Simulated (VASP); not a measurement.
# BaTiO3 (R3m) in VASP: further runs, part 2 of 2

VASP 6.6.1. The steps go on from the part before.

## 4. Relaxation of shape and atoms at fixed volume, PBEsol (a relaxed cell with its volume scaled by 0.94)

INCAR

```
SYSTEM = BaTiO3
ALGO = Fast
EDIFF = 1E-7
EDIFFG = -0.01
ENCUT = 600
GGA = PS
IBRION = 2
ISIF = 4
ISMEAR = 0
KPAR = 2
LASPH = .True.
LCHARG = .False.
LREAL = .False.
LWAVE = .False.
NELM = 80
NSW = 40
PREC = Accurate
SIGMA = 0.03
```

KPOINTS

```
k-points
0
Gamma
  7 7 7
  0 0 0
```

POSCAR

```
BaTiO3                                  
1.0
    2.7698953893      1.5991998486      2.2703196696
   -2.7698953893      1.5991998486      2.2703196696
    0.0000000000     -3.1983996973      2.2703196696
  Ba              Ti              O             
     1     1     3
Direct
     0.9980254370610444    0.9980254370610444    0.9980254370610444
     0.4859722336824824    0.4859722336824824    0.4859722336824824
     0.5093011343422549    0.5093011343422549    0.0166000605719614
     0.0166000605719614    0.5093011343422549    0.5093011343422549
     0.5093011343422549    0.0166000605719614    0.5093011343422549
```

Potentials or basis: VASP PAW PBE potentials, release 64 (Ba_sv, Ti_sv, O).

Started as:

```sh
$ cat potpaw_PBE.64/Ba_sv/POTCAR potpaw_PBE.64/Ti_sv/POTCAR potpaw_PBE.64/O/POTCAR > POTCAR
$ mpirun -np 2 vasp_std > vasp.out
```

OUTCAR:

```text
SYSTEM = BaTiO3
   EDIFF = 1E-7
   EDIFFG = -0.01
   ENCUT = 600
   GGA = PS
   IBRION = 2
   ISIF = 4
   ISMEAR = 0
   LASPH = .True.
   LREAL = .False.
   NELM = 80
   NSW = 40
   PREC = Accurate

 ion  position               nearest neighbor table
   1  0.998  0.998  0.998-   3 2.72   4 2.72   5 2.72   4 2.77   5 2.77   5 2.77   4 2.77   3 2.77
                             3 2.77   3 2.84   4 2.84   5 2.84   2 3.32   2 3.37   2 3.37   2 3.37
   2  0.486  0.486  0.486-   4 1.85   5 1.85   3 1.85   5 2.09   4 2.09   3 2.09   1 3.32   1 3.37
                             1 3.37   1 3.37   1 3.42   1 3.42   1 3.42   1 3.49
   3  0.509  0.509  0.017-   2 1.85   2 2.09   1 2.72   1 2.77   1 2.77   1 2.84
   4  0.017  0.509  0.509-   2 1.85   2 2.09   1 2.72   1 2.77   1 2.77   1 2.84
   5  0.509  0.017  0.509-   2 1.85   2 2.09   1 2.72   1 2.77   1 2.77   1 2.84

  LATTYP: Found a trigonal (rhomboedric) cell.
 ALAT       =     3.9222585363
 COS(alpha) =     0.0025657048

  Lattice vectors:

 A1 = (   2.7698953893,   1.5991998486,   2.2703196696)
 A2 = (  -2.7698953893,   1.5991998486,   2.2703196696)
 A3 = (   0.0000000000,  -3.1983996973,   2.2703196696)

Analysis of symmetry for initial positions (statically):
=====================================================================
 Subroutine PRICEL returns:
 Original cell was already a primitive cell.

 Routine SETGRP: Setting up the symmetry group for a
 trigonal (rhombohedral) supercell.

 Subroutine GETGRP returns: Found  6 space group operations
 (whereof  6 operations were pure point group operations)
 out of a pool of 12 trial point group operations.

The static configuration has the point symmetry C_3v.

Analysis of symmetry for dynamics (positions and initial velocities):
=====================================================================
 Subroutine PRICEL returns:
 Original cell was already a primitive cell.

 Routine SETGRP: Setting up the symmetry group for a
[... 158 lines left out ...]
  ext. energy  EPLUGINS =         0.00000000
  ---------------------------------------------------
  free energy    TOTEN  =       -41.86596026 eV

  energy without entropy =      -41.86596026  energy(sigma->0) =      -41.86596026

------------------------ aborting loop because EDIFF is reached ----------------------------------------

  FORCE on cell =-STRESS in cart. coord.  units (eV):
  Direction    XX          YY          ZZ          XY          YZ          ZX
  --------------------------------------------------------------------------------------
  -------------------------------------------------------------------------------------
  Total        4.7334634      4.7334634      4.4504926      0.0000000     -0.0000000     -0.0000000
  in kB      125.6855182    125.6855182    118.1719207      0.0000000     -0.0000000     -0.0000000
  external PRESSURE =     123.1809857 kB  Pullay stress =       0.0000000 kB
[... 98 lines left out ...]
  FREE ENERGIE OF THE ION-ELECTRON SYSTEM (eV)
  ---------------------------------------------------
  free  energy   TOTEN  =       -41.8953240970 eV

  energy  without entropy=      -41.8953240970  energy(sigma->0) =      -41.89532410

[... ionic steps 4 to 10 ...]

--------------------------------------- Ionic step       11  -------------------------------------------

 number of electron      40.0000011 magnetization

------------------------ aborting loop because EDIFF is reached ----------------------------------------
[... 73 lines left out ...]
--------------------------------------- Ionic step       13  -------------------------------------------

 number of electron      40.0000011 magnetization

 Free energy of the ion-electron system (eV)
  ---------------------------------------------------
  ext. energy  EPLUGINS =         0.00000000
  ---------------------------------------------------
  free energy    TOTEN  =       -41.90305969 eV

  energy without entropy =      -41.90305969  energy(sigma->0) =      -41.90305969

 E-fermi :   4.3515     XC(G=0): -11.8393

 val. band max:        4.0991391623   @ k =   0.4286   0.4286   0.4286
 cond. band min:       6.0459999698   @ k =   0.0000   0.0000   0.0000
 fundamental gap:      1.9468608075
 Fermi energy:         4.3514949360

 k-point     1 :       0.0000    0.0000    0.0000
  band No.  band energies     occupation
      1     -51.9092      2.00000
      2     -28.2766      2.00000
      3     -28.2766      2.00000
      4     -28.2751      2.00000
      5     -20.4694      2.00000
      6     -12.7726      2.00000
[... 637 lines left out ...]
     23       8.1466      0.00000
     24       9.9947      0.00000

 [... further k-points ...]

------------------------ aborting loop because EDIFF is reached ----------------------------------------

  FORCE on cell =-STRESS in cart. coord.  units (eV):
  Direction    XX          YY          ZZ          XY          YZ          ZX
  --------------------------------------------------------------------------------------
  -------------------------------------------------------------------------------------
  Total        3.5742933      3.5742933      3.5345049      0.0000000     -0.0000000      0.0000000
  in kB       94.9065977     94.9065977     93.8501129      0.0000000     -0.0000000      0.0000000
  external PRESSURE =      94.5544361 kB  Pullay stress =       0.0000000 kB
[... 20 lines left out ...]
  FREE ENERGIE OF THE ION-ELECTRON SYSTEM (eV)
  ---------------------------------------------------
  free  energy   TOTEN  =       -41.9030596911 eV

  energy  without entropy=      -41.9030596911  energy(sigma->0) =      -41.90305969

 reached required accuracy - stopping structural energy minimisation
```

OSZICAR:

```text
N       E                     dE             d eps       ncg     rms          rms(c)
DAV:   1     0.492814480268E+03    0.49281E+03   -0.23331E+04  2112   0.203E+03
DAV:   2     0.495649402055E+01   -0.48786E+03   -0.47952E+03  2520   0.527E+02
DAV:   3    -0.491426381495E+02   -0.54099E+02   -0.52570E+02  3032   0.159E+02
[... 279 lines left out ...]
RMM:   7    -0.419030590074E+02   -0.72790E-06   -0.82626E-06  2618   0.108E-02    0.787E-04
RMM:   8    -0.419030593177E+02   -0.31034E-06   -0.37981E-06  2311   0.769E-03    0.354E-04
RMM:   9    -0.419030595323E+02   -0.21455E-06   -0.24329E-06  2178   0.599E-03    0.183E-04
RMM:  10    -0.419030596217E+02   -0.89435E-07   -0.12359E-06  2013   0.485E-03    0.115E-04
RMM:  11    -0.419030596911E+02   -0.69327E-07   -0.88612E-07  1852   0.420E-03
  13 F= -.41903060E+02 E0= -.41903060E+02  d E =-.585079E-04
```

It took 4 min on 2 MPI ranks of Intel Xeon 6975P-C (Granite Rapids), shared host; peak memory 0.23 GiB.

Results:

```yaml
Free_energy: -41.9031 eV
Energy_gained_by_relaxing: 7.4 meV/atom
Ionic_steps: 13
Pressure_after_relaxing: 9.5 GPa
Largest_force_after_relaxing: 0.007 eV/Å
Band_gap_on_the_k_mesh: 1.95 eV, indirect (least direct gap 1.99 eV)
```

Forces on the atoms (eV/Å):
```
Ba   0.000  0.000  0.003
Ti   0.000  0.000  0.007
O    0.000 -0.001 -0.003
O    0.001  0.000 -0.003
O   -0.001  0.000 -0.003
```

Stress tensor (GPa, compression positive):
```
9.49 0.00 0.00
0.00 9.49 0.00
0.00 0.00 9.39
```

Step by step:
| step | energy change (eV) | largest force (eV/Å) | pressure (GPa) |
| --- | --- | --- | --- |
| 1 | 0.0000 | 0.6263 | 12.32 |
| 2 | -0.0282 | 0.1966 | 10.51 |
| 3 | -0.0294 | 0.1468 | 10.12 |
| 4 | -0.0335 | 0.0880 | 9.99 |
| 5 | -0.0358 | 0.0491 | 9.83 |
| 6 | 0.1847 | 0.0998 | 11.04 |
| 7 | -0.0349 | 0.0478 | 9.41 |
| 8 | -0.0366 | 0.0315 | 9.56 |
| 9 | -0.0367 | 0.0323 | 9.59 |
| 10 | -0.0367 | 0.0329 | 9.62 |
| 11 | -0.0370 | 0.0204 | 9.52 |
| 12 | -0.0370 | 0.0186 | 9.47 |
| 13 | -0.0371 | 0.0070 | 9.46 |

Final structure:
```cif
data_structure
_symmetry_space_group_name_H-M 'P 1'
_symmetry_Int_Tables_number 1
_cell_length_a 3.9222
_cell_length_b 3.9222
_cell_length_c 3.9222
_cell_angle_alpha 89.975
_cell_angle_beta 89.975
_cell_angle_gamma 89.975
_cell_volume 60.34
loop_
_atom_site_label
_atom_site_type_symbol
_atom_site_fract_x
_atom_site_fract_y
_atom_site_fract_z
_atom_site_occupancy
Ba1 Ba 0.00218 0.00218 0.00218 1
Ti1 Ti 0.49793 0.49793 0.49793 1
O1 O 0.50595 0.50595 0.00719 1
O2 O 0.00719 0.50595 0.50595 1
O3 O 0.50595 0.00719 0.50595 1
```

Caveat: the PAW data sets were made with another functional, which shifts forces and pressure a little; spin-orbit coupling is left out, which moves the levels of the heavy elements; an odd mesh through Γ misses points on the zone boundary, where band edges often lie.
